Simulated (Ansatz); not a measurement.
# ZnS (F-43m) in Ansatz: notebook, part 2 of 2

Ansatz 0.2.0. Earlier steps stand in the parts before.

## Step 4: Born charges and dielectric tensor, LDA

input.yaml reads:

```yaml
crystal:
  lattice:
    - [0.0, 2.702, 2.702]
    - [2.702, 0.0, 2.702]
    - [2.702, 2.702, 0.0]
  atoms:
    - { symbol: Zn, position: [0.75, 0.75, 0.75] }
    - { symbol: S, position: [0.0, 0.0, 0.0] }
kpoints:
  mp_grid: { grid: [9, 9, 9] }
scf:
  occupations: { method: fixed }
hamiltonian:
  xc: lda
  pseudopotentials: { kind: all_electron, datasets: crystal }
output: {}
dielectric: {}
```

Potentials or basis: all-electron PAW datasets made for the crystal.

The run is started by

```bash
ansatz run input.yaml --threads 1 --pin off --max-ram 3072MiB --backend cpu --events-out ev --progress --plain --runs-dir out
```

Standard output:

```text
Warning: RAYON_NUM_THREADS=1 ignored (pool sized by the plan → 1); use --threads N
hamiltonian.pseudopotentials.datasets: crystal makes datasets for this crystal and solves the spheres of its atoms anew in each pass: cutoff 310.0 eV, the density's 1240.0 eV; for an error of 0.50 meV an atom under PBE, 1.0 meV for the cell; an energy difference from a run of another recipe may be off by several times the error for the cell, under r2SCAN by more, where some 0.1 meV an atom stays at smaller errors; in a run that uses the all-electron wave functions in the spheres, carries its plane waves along with the cell (elastic.basis: deformed) or is on a recipe of such a run or, without exact exchange, of a hybrid, they include no finite-basis correction of the energy (for plane waves above the cutoff): energies differ from those of runs with it by up to 1.1 meV an atom at a dataset_error of 0.2 meV (4 under r2SCAN), and by more at a larger error or with an open f shell (one dataset_recipe, of a run without it, keeps both alike, but for a hybrid, which always has it); S in spheres of 1.064 Å, 6 of its electrons in bands; Zn in spheres of 1.270 Å, 12 of its electrons in bands, 8 on its site; only band paths and densities of states list, in semicore columns, the levels of the semicore shells that are solved separately: 3s of Zn, 3p of Zn
Engine: ansatz 0.2.0, x86_64-unknown-linux-gnu
Pseudopotentials: kind: all_electron
Pseudopotential: Zn, paw, valence charge 20, recommended cutoff 310 eV (normal), crystal/all_electron/lda/scalar/gaussian/Zn, Koelling and Harmon's equation, gaussian nucleus
Pseudopotential: S, paw, valence charge 6, recommended cutoff 310 eV (normal), crystal/all_electron/lda/scalar/gaussian/S, Koelling and Harmon's equation, gaussian nucleus
Functional definition: SPW92
  exchange = slater_x
  correlation = pw_c
davidson cushion auto → on  (no smearing: the cushion is to keep the highest requested band from converging to the state above it; pin scf.eigensolver.cushion to override)
Crystal: 2 atoms, lattice volume = 39.454 Å³
Basis set: ecut = 310 eV, 531 PW (Γ), exchange–correlation on 48×48×48 points (8 copies of the dense FFT grid, shifted against one another)
Bands: 13, of which v1, the nominal top of the filled ones, is band 9 counted from 1 (8 counted from 0)
Symmetry: 24 space group operations
k-points: 125 of 729 (irreducible under 4 space group operations, time reversal used)
Non-local potential: Zn, projectors of the file, l = 0: 1, l = 1: 1, l = 2: 2
Non-local potential: S, projectors of the file, l = 0: 1, l = 1: 1, l = 2: 2
PAW form: soft (Blöchl's): semilocal exchange-correlation on the pseudo side does not see the compensation charge
PAW one-centre angular grid: Zn, 590 points (default); XC on its mesh's 1897 points in the sphere
PAW one-centre angular grid: S, 110 points (default); XC on its mesh's 1903 points in the sphere
Initial density: superposition of atomic densities (neutral atoms: chi_scale 0, normalization atom)
Initial wavefunctions: pseudopotential atomic-orbital guess
Functional: x = slater, c = lda
iter 1 solved again at ethr=6.69e-3 eV; its pass at ethr=1.00e-1 eV (dr2=1.20e0 eV) is discarded
SCF iter   1: F=—  HF=-59632.603575 eV  |F-HF|=—  |Δ(HF+E_count)|=         —  Δρ=4.28e-2  dr2=1.16e0  ethr=6.69e-3  ⟨swp⟩=2.1  Hψ=9970  notcnv=0
preconditioner: auto → none  [insulator: Δε(μ)=2.111 eV  Ē_g=11.490 eV  n_scr=14 (ndim 8)  ℏωp=25.1 eV  f_vac=0.000  ε∞_Penn≈5.8]
iter 2 solved again at ethr=5.04e-4 eV; its pass at ethr=6.45e-3 eV (dr2=9.07e-2 eV) is discarded
SCF iter   2: F=—  HF=-59632.269701 eV  |F-HF|=—  |Δ(HF+E_count)|=   3.34e-1  Δρ=1.76e-2  dr2=9.13e-2  ethr=5.04e-4  ⟨swp⟩=2.0  Hψ=8366  notcnv=0
SCF iter   3: F=—  HF=-59632.213650 eV  |F-HF|=—  |Δ(HF+E_count)|=   5.61e-2  Δρ=9.07e-3  dr2=2.68e-2  ethr=5.04e-4  ⟨swp⟩=3.0  Hψ=5250  notcnv=0
SCF iter   4: F=—  HF=-59632.204697 eV  |F-HF|=—  |Δ(HF+E_count)|=   8.95e-3  Δρ=4.18e-3  dr2=7.41e-3  ethr=1.49e-4  ⟨swp⟩=3.0  Hψ=5273  notcnv=0
SCF iter   5: F=—  HF=-59632.201111 eV  |F-HF|=—  |Δ(HF+E_count)|=   3.59e-3  Δρ=1.21e-3  dr2=4.50e-4  ethr=4.12e-5  ⟨swp⟩=2.4  Hψ=3811  notcnv=0
SCF iter   6: F=—  HF=-59632.200981 eV  |F-HF|=—  |Δ(HF+E_count)|=   1.29e-4  Δρ=1.91e-4  dr2=8.92e-6  ethr=2.50e-6  ⟨swp⟩=3.0  Hψ=4747  notcnv=0
SCF iter   7: F=—  HF=-59632.200982 eV  |F-HF|=—  |Δ(HF+E_count)|=   7.50e-7  Δρ=3.50e-5  dr2=2.60e-7  ethr=4.96e-8  ⟨swp⟩=3.0  Hψ=5521  notcnv=0  defer=1
SCF iter   8: F=—  HF=-59632.200982 eV  |F-HF|=—  |Δ(HF+E_count)|=   7.30e-8  Δρ=2.65e-6  dr2=1.50e-9  ethr=1.44e-9  ⟨swp⟩=3.0  Hψ=4349  notcnv=0  defer=1
SCF iter   9: F=—  HF=-59632.200982 eV  |F-HF|=—  |Δ(HF+E_count)|=   1.20e-9  Δρ=7.68e-7  dr2=3.08e-10  ethr=8.34e-12  ⟨swp⟩=3.6  Hψ=5402  notcnv=0  defer=1
SCF iter  10: F=-59632.200982 eV  HF=-59632.200982 eV  |F-HF|=7.28e-12  |Δ(HF+E_count)|=  2.62e-10  Δρ=1.39e-7  dr2=4.50e-12  ethr=1.71e-12  ⟨swp⟩=3.0  Hψ=4335  notcnv=0
SCF 1 converged in 10 iterations: F = -59632.200982 eV  dr2 = 4.50e-12
the response reads at least the filled bands of the reference SCF and the lowest empty band at each k-point, and that SCF's band table does not vouch for those bands. The notice of the band table in this run's record says why
NSCF: frozen V_eff on 6 k-points
DFPT response loops at Γ: preconditioner auto → none (the input reference at scf.mixing.eps_inf says where Resta's filter doesn't serve); β = 0.50; Broyden in place of MSR1
WARN: field response: the 9×9×9 k-mesh looks too coarse for the field response at k = (0.0000, 0.0000, 0.0000), direct gap 1.859 eV: take ε∞, Z* and everything formed from them as unconverged in the mesh. The response there varies over an interband length of 2.69 Å as this mesh's differences read it, which a coarse mesh reads short; the mesh's real-space period, 34.4 Å, is under 14 times that, 37.7 Å: points inside a basis were not begun: none includes the bands' part inside the spheres of datasets made for the crystal; else type a denser kpoints.mp_grid, and compare
SCF converged after 10 iterations
Free energy (F): -59632.200982 eV
Harris-Foulkes:  -59632.200982 eV  (|F-HF|=7.28e-12)
Internal energy: -59632.200982 eV  (E = F + TS)
E sigma→0 (E₀):  -59632.200982 eV
Past the cutoff: waves up to 1.5 times it would add -0.000165 eV an atom, which no energy here includes
By the cutoff:   a pressure is off by up to 0.012 GPa (6 times that energy over an atom's volume, and 0.004 GPa: a bound that held against runs at twice the plane waves)
Past the cutoffs: a stress includes 0.0010 GPa for waves and charges beyond them
In the spheres:  the bands' charges fall short by 2.4e-6 e at most (sound up to 1e-3), those of shells solved beside the bands by 2.5e-8 e (sound up to 5e-4)
Fermi energy:    7.038145 eV
--- Per-component energies (eV) ---
  E_band       = 25.852099
  E_kinetic    = 179.730248
  E_local      = -4103.134661  (includes V_loc(G=0)·N_el)
  E_nonlocal   = -106.580160
  E_hartree    = 2016.850435
  E_xc         = -100.583510
  E_vxc        = -129.172265  (∫ρ·V_xc dr)
  E_paw        = -62436.159544  (= ΣΔE_a)
  E_vpaw       = -7686.086135  (= ΣTr[D̂ρ^β])
  E_ewald      = -2919.717972
  E_smearing   = -0.000000  (= −TS)
  E_closure    = 7837.394181  (closes the sum)
  Σ components = -59632.200982   (vs F -59632.200982, Δ=0.00e0)
  The terms above E_closure are by the made datasets' own strengths, without shells solved beside the bands.
--- Band table (eV; the first three rows and the last of 125) ---
  k-point 0: bands = ["-6.0869", "0.5561", "0.5561", "0.5561", "1.0395", "1.0395", "7.0381", "7.0381", "7.0381", "8.8973", "13.2601", "13.2601", "13.2601"]
  k-point 1: bands = ["-5.9920", "0.5564", "0.5727", "0.5727", "1.0380", "1.0380", "6.0586", "6.9174", "6.9174", "9.6405", "13.1511", "13.4670", "13.4670"]
  k-point 2: bands = ["-5.7355", "0.5851", "0.6117", "0.6117", "1.0390", "1.0390", "4.5116", "6.6386", "6.6386", "10.2602", "13.5253", "13.8317", "13.8317"]
  k-point 124: bands = ["-5.0195", "0.6897", "0.7286", "0.9181", "1.0491", "1.1608", "2.7143", "4.2230", "5.5924", "12.1036", "13.0562", "13.7777", "16.2026"]
--- Dielectric response (ions clamped): 1 representative field direction + reference, on 125 of 729 k-points (Σ response iterations 8) ---
  k mesh reduced under 4 symmetry operations, with k and −k counted as one. Each operation leaves every solved perturbation unchanged. A smaller set is not considered because the run solves the response to a homogeneous field
  ε∞ (high-frequency dielectric tensor):
        6.200564     0.000000     0.000000
       -0.000000     6.200564     0.000000
        0.000000    -0.000000     6.200564
  Born effective charges Z* (e; rows j = field, columns β = displacement):
    site 0:
         1.98727   -0.00000    0.00000
        -0.00000    1.98727   -0.00000
        -0.00000   -0.00000    1.98727
    site 1:
        -1.98727    0.00000   -0.00000
         0.00000   -1.98727    0.00000
         0.00000    0.00000   -1.98727
  Z* charge neutrality: 9.484e-5 e pre-enforcement
  k-mesh period / interband length: 34.4 Å / 2.69 Å = 12.78 at k = (0.0000, 0.0000, 0.0000), direct gap 1.859 eV — UNDER 14: by this measure the k-mesh is too coarse for the response
```

Run time: 51 s. Hardware: 1 thread of Intel Xeon 6975P-C (Granite Rapids), shared host; peak memory 1.1 GiB.

What came out:

```yaml
Free_energy: -59632.2010 eV
Band_gap_on_the_k_mesh: 1.86 eV, direct
Electronic_dielectric_tensor_diagonal: 6.20
Born_charges_mean_of_the_diagonal: Zn +1.99; S -1.99 e
```

Electronic dielectric tensor:
```
6.20 0.00 0.00
0.00 6.20 0.00
0.00 0.00 6.20
```

Born effective charge tensors (e):
atom 1, Zn
```
1.99 0.00 0.00
0.00 1.99 0.00
0.00 0.00 1.99
```
atom 2, S
```
-1.99  0.00  0.00
 0.00 -1.99  0.00
 0.00  0.00 -1.99
```

Caveat: the program warned that the printed levels may be off, so bands, gaps and densities of states are rough.

## Step 5: Elastic constants, PBEsol

input.yaml reads:

```yaml
crystal:
  lattice:
    - [0.0, 2.702, 2.702]
    - [2.702, 0.0, 2.702]
    - [2.702, 2.702, 0.0]
  atoms:
    - { symbol: Zn, position: [0.75, 0.75, 0.75] }
    - { symbol: S, position: [0.0, 0.0, 0.0] }
kpoints:
  mp_grid: { grid: [7, 7, 7] }
scf:
  occupations: { method: fermi_dirac, width: 0.05 }
hamiltonian:
  xc: pbesol
  pseudopotentials: { kind: all_electron, lapw: { basis_error: 0.001 } }
output:
  forces: true
  stress: true
elastic:
  mode: relaxed_ion
  stencil: two_point
```

Potentials or basis: all-electron LAPW, scalar-relativistic.

The run is started by

```bash
ansatz run input.yaml --threads 1 --pin off --max-ram 3072MiB --backend cpu --events-out ev --progress --plain --runs-dir out
```

Wall time 68 s (1 thread of Intel Xeon 6975P-C (Granite Rapids), shared host); peak memory 0.39 GiB.

Results (log left out):

* Free energy: -59682.0643 eV
* Pressure: -2.0 GPa
* Band gap on the k mesh: 1.98 eV, direct
* Elastic constants C11, C12, C44: 99, 56, 48 GPa
* Voigt bulk modulus: 70 GPa

Levels at points of the mesh, in eV from the valence-band top:
| k point | band 13 | band 14 | band 15 | band 16 | band 17 | band 18 | band 19 | band 20 | band 21 |
| --- | --- | --- | --- | --- | --- | --- | --- | --- | --- |
| (0.00, 0.00, 0.00) | -5.87 | -5.87 | 0.00 | 0.00 | 0.00 | 1.98 | 6.28 | 6.28 | 6.28 |

Elastic tensor in Voigt notation (GPa, in the Cartesian axes of the cell as first typed):
```
99 56 56  0  0  0
56 99 56  0  0  0
56 56 99  0  0  0
 0  0  0 48  0  0
 0  0  0  0 48  0
 0  0  0  0  0 48
```

## Step 6: The runs side by side

| task | level | potentials or basis | k mesh | cutoff (eV) | smearing | basis error allowed | gap on the mesh (eV) | pressure (GPa) |
| --- | --- | --- | --- | --- | --- | --- | --- | --- |
| phonons | LDA | all-electron LAPW, scalar-relativistic | 7 × 7 × 7 | 304 | fermi-dirac 0.05 eV | 0.001 eV/atom | 1.86 | - |
| band structure | PBEsol | all-electron LAPW, scalar-relativistic | 9 × 9 × 9 | 281 | fermi-dirac 0.05 eV | 0.001 eV/atom | 1.98 | -2.0 |
| Born charges and dielectric tensor | LDA | all-electron PAW datasets made for the crystal | 9 × 9 × 9 | 310 | fixed | - | 1.86 | - |
| elastic constants | PBEsol | all-electron LAPW, scalar-relativistic | 7 × 7 × 7 | 303 | fermi-dirac 0.05 eV | 0.001 eV/atom | 1.98 | -2.0 |

Alike in all rows: no spin polarisation; cell as given.

Caveats: the program warned that the printed levels may be off, so bands, gaps and densities of states are rough (some runs).

Compare energies only between runs with the same functional and basis.

## Step 7: Against experiment

Step 2. Measured gap of ZnS: 3.85 eV (direct; 19 K; quoted in “Electronic, vibrational, and thermodynamic properties of ZnS (zincblende and rocksalt structure)”, 2009, arxiv:0911.5022). This calculation gives 1.86 eV (-1.99 eV). So large a miss can be the level of theory's own, or it may mean another phase, state or a wrong row. The value is that of LDA, without temperature or zero-point motion. Semilocal functionals fall short of measured gaps as a rule.

Step 3. Against the measured gap of ZnS, 3.85 eV (direct; 19 K; quoted in “Electronic, vibrational, and thermodynamic properties of ZnS (zincblende and rocksalt structure)”, 2009, arxiv:0911.5022), the calculated 1.98 eV is off by -1.87 eV. The value is that of PBEsol, without temperature or zero-point motion. Semilocal functionals fall short of measured gaps as a rule.

Step 4. Measured gap of ZnS: 3.85 eV (direct; 19 K; quoted in “Electronic, vibrational, and thermodynamic properties of ZnS (zincblende and rocksalt structure)”, 2009, arxiv:0911.5022). This calculation gives 1.86 eV (-1.99 eV). So large a miss can be the level of theory's own, or it may mean another phase, state or a wrong row. The value is that of LDA, without temperature or zero-point motion. Semilocal functionals fall short of measured gaps as a rule. Against the measured high-frequency dielectric constant of ZnS, 5.14 (a printed reference work, monograph), the calculated 6.20 is off by +20.6 %.

Step 5. Against the measured gap of ZnS, 3.85 eV (direct; 19 K; quoted in “Electronic, vibrational, and thermodynamic properties of ZnS (zincblende and rocksalt structure)”, 2009, arxiv:0911.5022), the calculated 1.98 eV is off by -1.87 eV. The value is that of PBEsol, without temperature or zero-point motion. Semilocal functionals fall short of measured gaps as a rule.
